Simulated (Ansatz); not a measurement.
# Honeycomb BAs bilayer (AA') in a perpendicular field

Aim: how the honeycomb BAs bilayer (AA') screens a field along its normal, and what the field does to its bands. A positive field points along +c.

Calculated with Ansatz 0.2.0; plane-wave DFT, PBE-D3(BJ), Ansatz PAW.

### Step 1. Starting point

The cell holds 4 atoms: 2 As and 2 B. Its edges and angles: a = 3.390 Å, b = 3.390 Å, c = 37.000 Å, α = 90.0°, β = 90.0°, γ = 120.0°. Regions: layer 1: honeycomb BAs, 2 atoms (1 As and 1 B); layer 2: honeycomb BAs, 2 atoms (1 As and 1 B). Vacuum lies along c.

As a file:

```cif
data_structure
_symmetry_space_group_name_H-M 'P 1'
_symmetry_Int_Tables_number 1
_cell_length_a 3.3900
_cell_length_b 3.3900
_cell_length_c 37.0000
_cell_angle_alpha 90.000
_cell_angle_beta 90.000
_cell_angle_gamma 120.000
_cell_volume 368.24
loop_
_atom_site_label
_atom_site_type_symbol
_atom_site_fract_x
_atom_site_fract_y
_atom_site_fract_z
_atom_site_occupancy
As1 As 0.66667 0.33333 0.45946 1
B2 B 0.33333 0.66667 0.45946 1
As3 As 0.33333 0.66667 0.54054 1
B4 B 0.66667 0.33333 0.54054 1
```

### Step 2. Relaxing the slab

The starting cell is a guess, so the in-plane lattice and the atoms are relaxed first, with the slab cut off from its images along the normal.

input.yaml

```yaml
crystal:
  lattice:
    - [3.39, 0.0, 0.0]
    - [-1.695, 2.9358261188, 0.0]
    - [0.0, 0.0, 36.9999999988]
  atoms:
    - { symbol: As, position: [0.6666666667, 0.3333333333, 0.4594594595] }
    - { symbol: B, position: [0.3333333333, 0.6666666667, 0.4594594595] }
    - { symbol: As, position: [0.3333333333, 0.6666666667, 0.5405405405] }
    - { symbol: B, position: [0.6666666667, 0.3333333333, 0.5405405405] }
  periodic: [true, true, false]
kpoints:
  mp_grid: { grid: [12, 12, 1] }
hamiltonian:
  xc: pbe
  dispersion: d3bj
scf:
  occupations: { method: fermi_dirac, width: 0.05 }
  convergence: { dr2_threshold: 1.0e-09 }
relax:
  f_tol: 0.004
  max_steps: 90
  cell: {}
output:
  write_potential: true
  write_density: true
  volumetric_format: npy
```

Run with:

```
ansatz run input.yaml --threads 2 --pin off --max-ram 3072MiB --backend cpu --events-out ev --progress --plain --runs-dir out
```

Numbers of over 12 decimals in the logs are rounded to 6 here.

The log of the run:

```text
Warning: relax.cell: scf.convergence.dr2_threshold = 1e-9 eV is looser than the 2.36686390645e-10 eV advised for a relaxation that steers and ends on the stress (1e-10 eV for each atom of the cell: 4, times the square of relax.cell.stress_2d_tol = 0.05 N/m over 13.0 Å (the atoms' height at the walk's start and 5 Å past either face), 3.846e-2 GPa, over a crystal's default 0.05). What an SCF threshold leaves in a stress goes as its square root, and in the free energy as the threshold itself, and one threshold admits the most on a small cell: [figures from the program's tests cut] Set scf.convergence.dr2_threshold to 2.36686390645e-10 eV or tighter. [rest of the remark cut]
Engine: ansatz 0.2.0, aarch64-unknown-linux-gnu
Pseudopotentials: kind: paw
Pseudopotential: As, paw, valence charge 15, recommended cutoff 420 eV (normal), As.paw.azcp
Pseudopotential: B, paw, valence charge 3, recommended cutoff 420 eV (normal), B.paw.azcp
Functional definition: PBE
  parameter kappa = 0.804
  parameter beta = 0.066725
  exchange = pbe_x(kappa = kappa, mu = beta*pi^2/3)
  correlation = pbe_c(beta = beta)
Crystal: 4 atoms, lattice volume = 368.241 Å³
Basis set: ecut = 420 eV, 7227 PW (Γ), exchange–correlation on 48×48×500 points (8 copies of the dense FFT grid, shifted against one another)
Bands: 22, of which v1, the nominal top of the filled ones, is band 18 counted from 1 (17 counted from 0)
Symmetry: 12 space group operations
Space group: P-3m1 (ITA 164), of the structure as read, at distance tolerance 7.2e-5 Å
k-points: 19 of 144
Non-local potential: As, projectors of the file, l = 0: 2, l = 1: 2, l = 2: 3, l = 3: 1
Non-local potential: B, projectors of the file, l = 0: 2, l = 1: 2, l = 2: 1
PAW form: soft (Blöchl's): semilocal exchange-correlation on the pseudo side does not see the compensation charge
PAW one-centre angular grid: As, 590 points (default); XC on 64 Gauss nodes
PAW one-centre angular grid: B, 110 points (default); XC on 64 Gauss nodes
Initial density: superposition of atomic densities (neutral atoms: chi_scale 0, normalization atom), corrected by the library's trained network
Initial wavefunctions: pseudopotential atomic-orbital guess
Functional: x = pbe(κ = 0.804, μ = 0.219515), c = pbe(β = 0.066725)
SCF iter   1: F=—  HF=-10022.987469 eV  |F-HF|=—  |Δ(HF+E_count)|=         —  Δρ=1.54e-3  dr2=1.90e-2  ethr=1.77e-3  ⟨swp⟩=12.2  Hψ=2903  notcnv=0
preconditioner: auto → LDOS  [insulator: Δε(μ)=0.442 eV  Ē_g=9.550 eV  σ=0.050 eV  W_gap=0.98  n_scr=20 (ndim 8)  ℏωp=7.7 eV  f_vac=0.800  D(μ)=0.10/eV (n_scr^D=2)  ε∞_Penn≈1.7  β→1.0]
SCF iter   2: F=—  HF=-10022.985260 eV  |F-HF|=—  |Δ(HF+E_count)|=   2.21e-3  Δρ=1.03e-3  dr2=1.28e-2  ethr=5.28e-5  ⟨swp⟩=4.5  Hψ=1345  notcnv=0
SCF iter   3: F=—  HF=-10022.982322 eV  |F-HF|=—  |Δ(HF+E_count)|=   2.94e-3  Δρ=2.18e-4  dr2=6.98e-4  ethr=3.54e-5  ⟨swp⟩=4.4  Hψ=996  notcnv=0
SCF iter   4: F=—  HF=-10022.982193 eV  |F-HF|=—  |Δ(HF+E_count)|=   1.30e-4  Δρ=5.91e-5  dr2=1.68e-5  ethr=1.94e-6  ⟨swp⟩=3.0  Hψ=681  notcnv=0
SCF iter   5: F=—  HF=-10022.982196 eV  |F-HF|=—  |Δ(HF+E_count)|=   2.98e-6  Δρ=1.36e-5  dr2=1.80e-6  ethr=4.66e-8  ⟨swp⟩=3.4  Hψ=989  notcnv=0
SCF iter   6: F=—  HF=-10022.982160 eV  |F-HF|=—  |Δ(HF+E_count)|=   3.56e-5  Δρ=2.56e-6  dr2=2.72e-8  ethr=5.00e-9  ⟨swp⟩=3.6  Hψ=875  notcnv=0
SCF iter   7: F=—  HF=-10022.982160 eV  |F-HF|=—  |Δ(HF+E_count)|=   1.51e-7  Δρ=6.05e-7  dr2=1.35e-9  ethr=7.55e-11  ⟨swp⟩=3.5  Hψ=981  notcnv=0
SCF iter   8: F=-10022.982160 eV  HF=-10022.982160 eV  |F-HF|=1.54e-9  |Δ(HF+E_count)|=   1.79e-8  Δρ=9.19e-8  dr2=2.42e-11  ethr=2.78e-12  ⟨swp⟩=11.1  Hψ=3025  notcnv=0
SCF 1 converged in 8 iterations: F = -10022.982160 eV  dr2 = 2.42e-11
  greatest PAW one-centre occupation: 0.999 electrons in one spin orbital (limit 2), on the As atom at site 2 (counted from 0), in its partial waves of l = 2
relax step   1: F+E_penalty+E_count = -10022.98216008 eV  Δ(F+E_penalty+E_count) = +0.000e0 eV  max|allowed force component| = 6.461e-1 eV/Å  Δτ_max = 0.0000 Å  P = -0.979 N/m  Ω = 368.241 Å³  fix = [c, alpha, beta]  reactions: c +0.000 N/m  (8 SCF iters, accepted)
Crystal: 4 atoms, lattice volume = 367.207 Å³
Basis set: ecut = 420 eV, 7203 PW (Γ), exchange–correlation on 48×48×500 points (8 copies of the dense FFT grid, shifted against one another)
Initial density: handed on by an earlier stage of this run
Initial wavefunctions: those handed on with the density
iter 1 solved again at ethr=6.03e-4 eV; its pass at ethr=3.10e-3 eV (dr2=2.17e-1 eV) is discarded
SCF iter   1: F=—  HF=-10023.255097 eV  |F-HF|=—  |Δ(HF+E_count)|=         —  Δρ=7.12e-3  dr2=2.23e-1  ethr=6.03e-4  ⟨swp⟩=2.0  Hψ=3241  notcnv=0
preconditioner: auto → Resta (q_TF=auto, 1.853 Å⁻¹)  ε∞=1.7  [insulator: Δε(μ)=0.575 eV  Ē_g=9.543 eV  σ=0.050 eV  W_gap=0.99  n_scr=20 (ndim 8)  ℏωp=7.8 eV  f_vac=0.786  D(μ)=0.02/eV (n_scr^D=0)  ε∞_Penn≈1.7  vacuum switching on, ρ_ref=6.6e-3 e/Å³]
SCF iter   2: F=—  HF=-10023.216552 eV  |F-HF|=—  |Δ(HF+E_count)|=   3.85e-2  Δρ=2.78e-3  dr2=3.21e-2  ethr=6.03e-4  ⟨swp⟩=4.1  Hψ=776  notcnv=0  defer=1
SCF iter   3: F=—  HF=-10023.213545 eV  |F-HF|=—  |Δ(HF+E_count)|=   3.01e-3  Δρ=1.54e-3  dr2=5.50e-3  ethr=8.90e-5  ⟨swp⟩=3.3  Hψ=767  notcnv=0
SCF iter   4: F=—  HF=-10023.214401 eV  |F-HF|=—  |Δ(HF+E_count)|=   8.56e-4  Δρ=2.46e-4  dr2=2.54e-4  ethr=1.53e-5  ⟨swp⟩=2.9  Hψ=669  notcnv=0
SCF iter   5: F=—  HF=-10023.214470 eV  |F-HF|=—  |Δ(HF+E_count)|=   6.87e-5  Δρ=8.38e-5  dr2=3.39e-5  ethr=7.05e-7  ⟨swp⟩=3.0  Hψ=709  notcnv=0
SCF iter   6: F=—  HF=-10023.214470 eV  |F-HF|=—  |Δ(HF+E_count)|=   6.45e-7  Δρ=2.01e-5  dr2=2.04e-6  ethr=9.42e-8  ⟨swp⟩=3.1  Hψ=917  notcnv=0
SCF iter   7: F=—  HF=-10023.214434 eV  |F-HF|=—  |Δ(HF+E_count)|=   3.64e-5  Δρ=7.05e-6  dr2=1.30e-7  ethr=5.66e-9  ⟨swp⟩=3.0  Hψ=866  notcnv=0
SCF iter   8: F=—  HF=-10023.214434 eV  |F-HF|=—  |Δ(HF+E_count)|=   3.43e-7  Δρ=1.14e-6  dr2=4.95e-9  ethr=3.62e-10  ⟨swp⟩=2.9  Hψ=715  notcnv=0
SCF iter   9: F=-10023.214434 eV  HF=-10023.214434 eV  |F-HF|=1.38e-10  |Δ(HF+E_count)|=   1.30e-8  Δρ=1.82e-7  dr2=9.29e-11  ethr=2.78e-12  ⟨swp⟩=12.0  Hψ=3259  notcnv=0
SCF 2 converged in 9 iterations: F = -10023.214434 eV  dr2 = 9.29e-11
relax step   2: F+E_penalty+E_count = -10023.21443439 eV  Δ(F+E_penalty+E_count) = -2.323e-1 eV  max|allowed force component| = 2.763e-1 eV/Å  Δτ_max = 0.1948 Å  P = -1.214 N/m  Ω = 367.207 Å³  energy of the carried Pulay correction = +9.795e-5 eV  fix = [c, alpha, beta]  reactions: c -0.000 N/m  (9 SCF iters, accepted)
Crystal: 4 atoms, lattice volume = 366.280 Å³
iter 1 solved again at ethr=9.67e-4 eV; its pass at ethr=3.10e-3 eV (dr2=3.48e-1 eV) is discarded
SCF iter   1: F=—  HF=-10023.396236 eV  |F-HF|=—  |Δ(HF+E_count)|=         —  Δρ=9.16e-3  dr2=3.59e-1  ethr=9.67e-4  ⟨swp⟩=2.0  Hψ=3186  notcnv=0
preconditioner: auto → Resta (q_TF=auto, 1.853 Å⁻¹)  ε∞=1.7  [insulator: Δε(μ)=0.815 eV  Ē_g=9.551 eV  σ=0.050 eV  W_gap=1.00  n_scr=20 (ndim 8)  ℏωp=7.8 eV  f_vac=0.775  D(μ)=0.00/eV (n_scr^D=0)  ε∞_Penn≈1.7  vacuum switching on, ρ_ref=6.6e-3 e/Å³]
SCF iter   2: F=—  HF=-10023.330408 eV  |F-HF|=—  |Δ(HF+E_count)|=   6.58e-2  Δρ=3.57e-3  dr2=5.20e-2  ethr=9.67e-4  ⟨swp⟩=4.1  Hψ=786  notcnv=0
SCF iter   3: F=—  HF=-10023.324808 eV  |F-HF|=—  |Δ(HF+E_count)|=   5.60e-3  Δρ=1.92e-3  dr2=8.42e-3  ethr=1.45e-4  ⟨swp⟩=3.5  Hψ=780  notcnv=0
SCF iter   4: F=—  HF=-10023.325751 eV  |F-HF|=—  |Δ(HF+E_count)|=   9.43e-4  Δρ=2.80e-4  dr2=3.72e-4  ethr=2.34e-5  ⟨swp⟩=2.8  Hψ=684  notcnv=0
SCF iter   5: F=—  HF=-10023.325827 eV  |F-HF|=—  |Δ(HF+E_count)|=   7.60e-5  Δρ=9.93e-5  dr2=4.16e-5  ethr=1.03e-6  ⟨swp⟩=2.9  Hψ=689  notcnv=0
SCF iter   6: F=—  HF=-10023.325848 eV  |F-HF|=—  |Δ(HF+E_count)|=   2.02e-5  Δρ=2.45e-5  dr2=2.74e-6  ethr=1.16e-7  ⟨swp⟩=3.1  Hψ=921  notcnv=0
SCF iter   7: F=—  HF=-10023.325810 eV  |F-HF|=—  |Δ(HF+E_count)|=   3.74e-5  Δρ=7.70e-6  dr2=1.69e-7  ethr=7.62e-9  ⟨swp⟩=2.9  Hψ=852  notcnv=0
SCF iter   8: F=—  HF=-10023.325811 eV  |F-HF|=—  |Δ(HF+E_count)|=   4.60e-7  Δρ=1.42e-6  dr2=8.22e-9  ethr=4.69e-10  ⟨swp⟩=3.3  Hψ=766  notcnv=0
SCF iter   9: F=-10023.325811 eV  HF=-10023.325811 eV  |F-HF|=1.31e-10  |Δ(HF+E_count)|=   2.49e-8  Δρ=2.09e-7  dr2=1.85e-10  ethr=2.78e-12  ⟨swp⟩=11.7  Hψ=3143  notcnv=0
SCF 3 converged in 9 iterations: F = -10023.325811 eV  dr2 = 1.85e-10
relax step   3: F+E_penalty+E_count = -10023.32581072 eV  Δ(F+E_penalty+E_count) = -1.114e-1 eV  max|allowed force component| = 1.045e-1 eV/Å  Δτ_max = 0.2000 Å  P = -0.967 N/m  Ω = 366.280 Å³  energy of the carried Pulay correction = +1.860e-4 eV  fix = [c, alpha, beta]  reactions: c -0.000 N/m  (9 SCF iters, accepted)
[...]
relax step   4: F+E_penalty+E_count = -10023.34574806 eV  Δ(F+E_penalty+E_count) = -1.994e-2 eV  max|allowed force component| = 1.952e-2 eV/Å  Δτ_max = 0.2000 Å  P = +0.847 N/m  Ω = 362.454 Å³  energy of the carried Pulay correction = +5.520e-4 eV  fix = [c, alpha, beta]  reactions: c +0.000 N/m  (9 SCF iters, accepted)
[...]
relax step   5: F+E_penalty+E_count = -10023.34688152 eV  Δ(F+E_penalty+E_count) = -1.133e-3 eV  max|allowed force component| = 2.368e-2 eV/Å  Δτ_max = 0.0307 Å  P = +0.087 N/m  Ω = 364.069 Å³  energy of the carried Pulay correction = +3.971e-4 eV  fix = [c, alpha, beta]  reactions: c +0.000 N/m  (8 SCF iters, accepted)
[...]
relax step   6: F+E_penalty+E_count = -10023.34734793 eV  Δ(F+E_penalty+E_count) = -4.664e-4 eV  max|allowed force component| = 1.021e-3 eV/Å  Δτ_max = 0.0184 Å  P = -0.021 N/m  Ω = 364.317 Å³  energy of the carried Pulay correction = +3.733e-4 eV  fix = [c, alpha, beta]  reactions: c -0.000 N/m  (7 SCF iters, accepted)
Initial wavefunctions: pseudopotential atomic-orbital guess (no wavefunctions were taken with the density)
iter 1 solved again at ethr=1.18e-7 eV; its pass at ethr=3.10e-3 eV (dr2=4.24e-5 eV) is discarded
SCF iter   1: F=—  HF=-10023.347056 eV  |F-HF|=—  |Δ(HF+E_count)|=         —  Δρ=7.37e-6  dr2=2.37e-8  ethr=1.18e-7  ⟨swp⟩=6.3  Hψ=4639  notcnv=0
preconditioner: auto → Resta (q_TF=auto, 1.855 Å⁻¹)  ε∞=1.7  [insulator: Δε(μ)=1.040 eV  Ē_g=9.589 eV  σ=0.050 eV  W_gap=1.00  n_scr=20 (ndim 8)  ℏωp=7.8 eV  f_vac=0.771  D(μ)=0.00/eV (n_scr^D=0)  ε∞_Penn≈1.7  vacuum switching on, ρ_ref=6.7e-3 e/Å³]
SCF iter   2: F=—  HF=-10023.347009 eV  |F-HF|=—  |Δ(HF+E_count)|=   4.75e-5  Δρ=3.92e-6  dr2=8.12e-9  ethr=6.58e-11  ⟨swp⟩=4.0  Hψ=1222  notcnv=0
SCF iter   3: F=—  HF=-10023.347009 eV  |F-HF|=—  |Δ(HF+E_count)|=   4.35e-8  Δρ=9.18e-7  dr2=1.81e-9  ethr=2.25e-11  ⟨swp⟩=2.8  Hψ=617  notcnv=0
SCF iter   4: F=-10023.347009 eV  HF=-10023.347009 eV  |F-HF|=2.73e-11  |Δ(HF+E_count)|=   1.23e-9  Δρ=2.19e-7  dr2=3.21e-11  ethr=2.78e-12  ⟨swp⟩=14.5  Hψ=3266  notcnv=0
SCF 7 converged in 4 iterations: F = -10023.347009 eV  dr2 = 3.21e-11
relax step   7: F+E_penalty+E_count = -10023.34700887 eV  Δ(F+E_penalty+E_count) = +3.391e-4 eV  max|allowed force component| = 1.029e-3 eV/Å  Δτ_max = 0.0000 Å  P = -0.026 N/m  Ω = 364.317 Å³  fix = [c, alpha, beta]  reactions: c -0.000 N/m  stress off target by 2.61e-2 N/m on what of the cell is left free  SCF on the basis re-selected at this cell (its energy is not comparable with the rows above)  (4 SCF iters)
basis re-selected at this cell: Δ(F+E_penalty+E_count) = +3.391e-4 eV, ΔP = -0.005 N/m vs the last step (what re-selecting the basis moved, of the pressure what is left beyond the Pulay correction that the steps carried, after the strain that the cell walked since its last selection, with what the two solves' SCF thresholds leave and, on support functions, any second-order correction that the steps lacked; it is no m [...]
WARN: The input density's exchange-correlation potential varies sharply where the density is thin. Do not read a vacuum level from v_tot or v_xc, or from such a field of the output density. On a cell that repeats whose density bears no net charge and no dipole along the vacuum's axis use v_es (v_loc + v_h of the components); under efield.dipole_correction with no amplitude use v_es + v_field, which holds any external [...]
SCF converged after 4 iterations
Free energy (F): -10023.347009 eV
Harris-Foulkes:  -10023.347009 eV  (|F-HF|=2.73e-11)
Internal energy: -10023.347002 eV  (E = F + TS)
E sigma→0 (E₀):  -10023.347005 eV
Entropy (-TS):   -0.000007 eV (-0.002 meV/atom)
Fermi energy:    -4.564181 eV
--- Per-component energies (eV) ---
  E_band       = -984.421416
  E_kinetic    = 299.559783
  E_local      = -86280.597187  (includes V_loc(G=0)·N_el)
  E_nonlocal   = -1315.094774
  E_hartree    = 43044.168721
  E_xc         = -219.824082
  E_vxc        = -231.038619  (∫ρ·V_xc dr)
  E_paw        = -3830.311507  (= ΣΔE_a)
  E_vpaw       = 454.411875  (= ΣTr[D̂ρ^β])
  E_aug_tail   = 0.000008  (compensation charges beyond the density's cutoff)
  E_ewald      = 38279.446560
  E_disp       = -0.694525  (pairwise vdW)
  E_smearing   = -0.000007  (= −TS)
  E_closure    = -0.000000  (closes the sum)
  Σ components = -10023.347009   (vs F -10023.347009, Δ=0.00e0)
--- Forces (eV/Å), atoms counted from 1 ---
  atom   1  As     0.00000000     0.00000000     0.00102873
  atom   2  B     -0.00000000    -0.00000000    -0.00085743
  atom   3  As     0.00000000    -0.00000000    -0.00102873
  atom   4  B      0.00000000     0.00000000     0.00085743
  max |Σ_I F_I| component: 5.78e-19 eV/Å
--- 2D stress c σ (N/m, compression-positive) ---
       -0.026109      -0.000000      -0.000000
       -0.000000      -0.026109       0.000000
       -0.000000       0.000000      -0.000000
  P = ½ c Tr σ = -0.0261 N/m
--- Band table (eV; the first three rows and the last of 19) ---
  k-point 0: bands = [... 14 lower, -6.4689, -6.4689, -6.4325, -6.4325, -1.3054, -1.1508, -0.9407, -0.6187]
  k-point 1: bands = [... 14 lower, -7.1084, -7.0619, -6.6823, -6.6439, -1.1873, -0.9893, -0.8399, -0.5056]
  k-point 2: bands = [... 14 lower, -8.4366, -8.0133, -7.1760, -7.1341, -1.2795, -1.1660, -0.8080, -0.1642]
  k-point 18: bands = [... 14 lower, -10.9982, -10.9152, -5.0772, -5.0772, -4.0370, -4.0370, 0.7799, 1.7560]
  the weakly bound empty levels are not read free of the cell's end (no_gap_told)
--- Relaxed structure (6 steps of the walk, 6 accepted, 1 SCFs on fresh bases) ---
  F+E_penalty+E_count = -10023.34700887 eV   max|allowed force component| = 1.029e-3 eV/Å   (the final SCF, on the basis selected at the relaxed cell)
  cell:  # Å, volume = 364.3175 Å³
    - [3.371893, 0.0, 0]
    - [-1.685947, 2.920145, 0]
    - [0, 0, 36.9999999988]
  atoms:
    - { symbol: As, position: [0.666667, 0.333333, 0.445580] }
    - { symbol: B, position: [0.333333, 0.666667, 0.445441] }
    - { symbol: As, position: [0.333333, 0.666667, 0.554420] }
    - { symbol: B, position: [0.666667, 0.333333, 0.554559] }
```

Run time: 67 s. Hardware: 2 threads of Arm Neoverse N1, shared host; peak memory 0.6 GiB; 2.2 min of CPU time.

Step by step:

```
step  energy less that of the first step (eV)  largest force component (eV/Å)  volume (Å³)
   1                                   0.0000                          0.6461       368.24
   2                                  -0.2323                          0.2763       367.21
   3                                  -0.3437                          0.1045       366.28
   4                                  -0.3636                          0.0195       362.45
   5                                  -0.3647                          0.0237       364.07
   6                                  -0.3652                          0.0010       364.32
  7*                                  -0.3648                          0.0010       364.32
```

Relaxation steps marked * repeat the geometry before them on a plane-wave basis chosen anew for their cell, so energy and pressure can jump there.

The run keeps the 12 symmetry operations that it works with, so distortions that break them were not tested.

```
cell as run  before  after  change
      a (Å)   3.390  3.372  -0.5 %
      b (Å)   3.390  3.372  -0.5 %
```

The atoms that moved most (Å, along periodic axes as changes of fractional coordinates times the final cell, across vacuum about the mean position):

```
atom     dx     dy      dz  length
  B4  0.000  0.000   0.519   0.519
  B2  0.000  0.000  -0.519   0.519
 As3  0.000  0.000   0.514   0.514
 As1  0.000  0.000  -0.514   0.514
```

The relaxed structure:

```xyz
4
Lattice="3.3719 0.0000 0.0000 -1.6859 2.9201 0.0000 0.0000 0.0000 37.0000" Properties=species:S:1:pos:R:3
As    1.6859    0.9734   16.4865
B     0.0000    1.9468   16.4813
As    0.0000    1.9468   20.5135
B     1.6859    0.9734   20.5187
```

The lattice constant a goes from 3.390 to 3.372 Å.

[end of part 1 of 3]

[Logs are printed without paths, hosts, clocks, repeated set-up lines and the standing remarks that a program may print on its own settings, such as how far it seeks lower states.]

[Hosts, paths, dates, database ids (printed as entryN), source tags and the programs' standing remarks are cut or masked in the printed files.]

[Maps of the electrostatic potential energy from Ansatz leave out the sawtooth potential of an applied field or a dipole correction, so their vacuum need not be flat; planar profiles and work functions include it.]
